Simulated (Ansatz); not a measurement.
Born–Oppenheimer molecular dynamics of C3H4N2 (9 atoms, charge 0, multiplicity 1). It goes on from the last frame of an earlier run, with new velocities.

Computed with UKS PBE0-D4/STO-3G in Ansatz.

```
ensemble        : NVT, Langevin thermostat
time step       : 0.25 fs
steps asked     : 400
set temperature : 500 K
friction        : 0.001 /fs
seed            : 950266
```

First frame:

```xyz
9
Properties=species:S:1:pos:R:3
C 0.016 1.130 -0.448
C 0.730 0.018 -0.768
N 0.268 -0.979 0.178
C -0.804 -0.355 0.966
N -0.978 1.042 0.511
H 0.326 2.042 -0.981
H 1.657 -0.112 -1.335
H 0.257 -2.031 -0.030
H -1.314 -0.764 1.890
```

Task: How far do the bonds stretch over the last three quarters of this one trajectory? (Pairs bonded in most of those frames.)

Result: 
```json
{"bond": "C1–C2", "mean (Å)": "1.381", "spread (Å)": "0.039", "shortest": "1.31", "longest": "1.45"}
{"bond": "C1–N5", "mean (Å)": "1.428", "spread (Å)": "0.055", "shortest": "1.33", "longest": "1.54"}
{"bond": "C1–H6", "mean (Å)": "1.102", "spread (Å)": "0.044", "shortest": "1.02", "longest": "1.18"}
{"bond": "C2–N3", "mean (Å)": "1.411", "spread (Å)": "0.043", "shortest": "1.33", "longest": "1.49"}
{"bond": "C2–H7", "mean (Å)": "1.098", "spread (Å)": "0.033", "shortest": "1.04", "longest": "1.15"}
{"bond": "N3–C4", "mean (Å)": "1.408", "spread (Å)": "0.034", "shortest": "1.34", "longest": "1.46"}
{"bond": "N3–H8", "mean (Å)": "1.044", "spread (Å)": "0.008", "shortest": "1.03", "longest": "1.07"}
{"bond": "C4–N5", "mean (Å)": "1.363", "spread (Å)": "0.049", "shortest": "1.27", "longest": "1.45"}
{"bond": "C4–H9", "mean (Å)": "1.100", "spread (Å)": "0.034", "shortest": "1.05", "longest": "1.16"}
```

Mean temperature of the second half: 668 K. The mean temperature of the second half is 34 % above the set value. A run of 0.1 ps of so small a system gives no equilibrium averages. Limits of this set-up: minimal basis.

Time of the run: 13 min on 1 thread of Arm Neoverse V2 (shared host), peak memory 0.11 GiB.
